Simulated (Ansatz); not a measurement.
input.yaml (Ansatz)

```yaml
crystal:
  lattice:
    - [0.0, 2.5002470095, 2.5002470095]
    - [2.5002470095, 0.0, 2.5002470095]
    - [2.5002470095, 2.5002470095, 0.0]
  atoms:
    - { symbol: Tl, position: [0.0, 0.0, 0.0] }
hamiltonian:
  xc: pbe
  pseudopotentials:
    kind: paw_fr
    azcp:
      Tl: "pseudopotentials/Tl.paw.azcp"
basis:
  ecutwfc: 420
  fft_grid_basis: typed
kpoints:
  mp_grid: { grid: [11, 11, 11], shift: [0, 0, 0] }
magnetization:
  noncollinear: true
  spin_orbit: true
scf:
  occupations: { method: fermi_dirac, width: 0.1 }
```

Output

```
Engine: ansatz 0.2.0, x86_64-unknown-linux-gnu
Pseudopotentials: kind: paw_fr
Pseudopotential: Tl, paw_fr, valence charge 13, recommended cutoff 420 eV (normal) 
Functional definition: PBE
  parameter kappa = 0.804
  parameter beta = 0.06672455060314922
  exchange = pbe_x(kappa = kappa, mu = beta*pi^2/3)
  correlation = pbe_c(beta = beta)
non-collinear run that drives no moment, with spin-orbit: no starting moment large enough to seed its density (crystal.atoms[].spin), no starting occupations that ask for one, no magnetisation constraint and no magnetic field, so the semilocal B_xc is pinned to zero
Crystal: 1 atoms, lattice volume = 31.259 Å³
Basis set: ecut = 420 eV, 609 PW (Γ)
Bands: 22, of which v1, the nominal top of the filled ones, is band 13 counted from 1 (12 counted from 0)
Symmetry: 48 space group operations + 48 with time reversal
Magnetic group: BNS 225.117 (UNI 1619), of the structure as read, at distance tolerance 3.2e-5 Å
k-points: 56 of 1331
Projection manifold: j_resolved (fully-relativistic pseudo-atomic orbitals)
Non-local potential: Tl, projectors of the file, l = 0: 2, l = 1: 4, l = 2: 4, l = 3: 2
PAW form: soft (Blöchl's): semilocal exchange-correlation on the pseudo side does not see the compensation charge
PAW one-centre angular grid: Tl, 590 points (default); XC on 64 Gauss nodes
Initial density: superposition of atomic densities (chi_scale 0.1, normalization cell)
Initial wavefunctions: pseudopotential atomic-orbital guess
Functional: x = pbe(κ = 0.804, μ = 0.2195149727645171), c = pbe(β = 0.06672455060314922)
SCF iter   1: F=—  HF=-11479.979868 eV  |F-HF|=—  |Δ(HF+E_count)|=         —  Δρ=1.05e-2  dr2=4.99e-2  dr2_m=0.00e0 (ungated)  ethr=3.10e-3  |M|=0.00e0 ∫|m|=0.00e0 μB  |m|>n=0.0e0 m-floor=0.0e0 τ_xc=0.0e0  β_m=0.30  ⟨swp⟩=10.6  Hψ=4127  notcnv=0  defer=8
SCF iter   2: F=—  HF=-11479.968757 eV  |F-HF|=—  |Δ(HF+E_count)|=   1.11e-2  Δρ=7.63e-3  dr2=2.62e-2  dr2_m=0.00e0 (ungated)  ethr=3.84e-4  |M|=0.00e0 ∫|m|=0.00e0 μB  |m|>n=0.0e0 m-floor=0.0e0 τ_xc=0.0e0  β_m=0.65  ⟨swp⟩=1.0  Hψ=840  notcnv=0  defer=14
SCF iter   3: F=—  HF=-11479.961034 eV  |F-HF|=—  |Δ(HF+E_count)|=   7.72e-3  Δρ=1.32e-3  dr2=3.34e-4  dr2_m=0.00e0 (ungated)  ethr=2.02e-4  |M|=0.00e0 ∫|m|=0.00e0 μB  |m|>n=0.0e0 m-floor=0.0e0 τ_xc=0.0e0  β_m=0.79  ⟨swp⟩=2.0  Hψ=1025  notcnv=0  defer=14
SCF iter   4: F=—  HF=-11479.961174 eV  |F-HF|=—  |Δ(HF+E_count)|=   1.40e-4  Δρ=1.66e-4  dr2=1.33e-5  dr2_m=0.00e0 (ungated)  ethr=2.57e-6  |M|=0.00e0 ∫|m|=0.00e0 μB  |m|>n=0.0e0 m-floor=0.0e0 τ_xc=0.0e0  β_m=0.77  ⟨swp⟩=2.7  Hψ=1084  notcnv=0  defer=114
SCF iter   5: F=—  HF=-11479.961172 eV  |F-HF|=—  |Δ(HF+E_count)|=   2.09e-6  Δρ=2.37e-5  dr2=7.72e-8  dr2_m=0.00e0 (ungated)  ethr=7.69e-10  |M|=0.00e0 ∫|m|=0.00e0 μB  |m|>n=0.0e0 m-floor=0.0e0 τ_xc=0.0e0  β_m=0.85  ⟨swp⟩=1.5  Hψ=1732  notcnv=0
SCF iter   6: F=-11479.961172 eV  HF=-11479.961172 eV  |F-HF|=1.89e-10  |Δ(HF+E_count)|=   8.63e-8  Δρ=1.26e-6  dr2=1.86e-10  dr2_m=0.00e0 (ungated)  ethr=5.94e-10  |M|=0.00e0 ∫|m|=0.00e0 μB  |m|>n=0.0e0 m-floor=0.0e0 τ_xc=0.0e0  ⟨swp⟩=1.0  Hψ=1706  notcnv=0
SCF 1 converged in 6 iterations: F = -11479.961172 eV  dr2 = 1.86e-10
SCF converged after 6 iterations
Magnetization: |M| = 0.0000 μB,  M = (+0.0000, +0.0000, +0.0000) μB
Absolute magnetization: 0.0000 μB (∫|m|)
  site 0: m = (+0.0000, +0.0000, +0.0000) μB, |m| = 0.0000 μB  (R = 1.46 Å)
Free energy (F): -11479.961172 eV
Harris-Foulkes:  -11479.961172 eV  (|F-HF|=1.89e-10)
Internal energy: -11479.937453 eV  (E = F + TS)
E sigma→0 (E₀):  -11479.949313 eV
Entropy (-TS):   -0.023719 eV (-23.719 meV/atom)
Fermi energy:    8.972127 eV
--- Per-component energies (eV) ---
  E_band       = -6.398225
  E_kinetic    = 333.578575
  E_local      = -924.555037  (includes V_loc(G=0)·N_el)
  E_nonlocal   = 316.349009
  E_hartree    = 341.324904
  E_xc         = -230.356619
  E_vxc        = -141.904920  (∫ρ·V_xc dr)
  E_paw        = -10200.643983  (= ΣΔE_a)
  E_vpaw       = -272.515862  (= ΣTr[D̂ρ^β])
  E_aug_tail   = 0.000033  (compensation charges beyond the density's cutoff)
  E_ewald      = -1115.634336
  E_smearing   = -0.023719  (= −TS)
  E_closure    = 0.000000  (closes the sum)
  Σ components = -11479.961172   (vs F -11479.961172, Δ=0.00e0)
```

Command:

```sh
ansatz run input.yaml --threads 1 --pin off --max-ram 3584MiB --backend cpu --events-out ev --progress --plain --runs-dir out
```

On 1 thread of Intel(R) Xeon(R) Platinum 8259CL CPU @ 2.50GHz (Skylake/Cascade Lake) (shared host) this took about 6.3 s of wall time and 5.7 s of CPU time.
